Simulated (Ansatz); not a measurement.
# SnSe (Fm-3m) in Ansatz: equation of state

Aim: energy against volume of SnSe in PBE, for its equilibrium volume and stiffness.

Everything below comes from runs of Ansatz 0.2.0. Logs are shortened: lines on timing, memory, paths and dates and some standing lists are left out, and cuts for length are marked.

### Step 1. The structure

It takes space group Fm-3m (No. 225, cubic). Conventional cell: a = 6.020 Å, b = 6.020 Å, c = 6.020 Å, α = 90.00°, β = 90.00°, γ = 90.00°. Around Sn (site symmetry m-3m) lie 6 Se at 3.01 Å. Se (site symmetry m-3m) has 6 Sn at 3.01 Å as nearest neighbours.

Measurements of this composition are mostly on another form, of space group No. 62.

### Step 2. Equation of state, PBE

Potentials or basis: all-electron LAPW, scalar-relativistic.

No new run: the results of the series are fitted here.

What came out:

```yaml
Equilibrium_volume: 27.77 Å³/atom
Bulk_modulus: 49 GPa
Pressure_derivative_of_the_bulk_modulus: 4.3
```

Energy against volume, from the lowest point:
```csv
volume (Å³/atom),energy (meV/atom)
25.635,28.77
26.180,15.36
26.725,6.38
27.271,1.40
27.816,0.00
28.362,1.83
28.907,6.58
```

PBE usually gives volumes a little too large and moduli too small. Zero-point motion and thermal expansion aren't in these numbers.
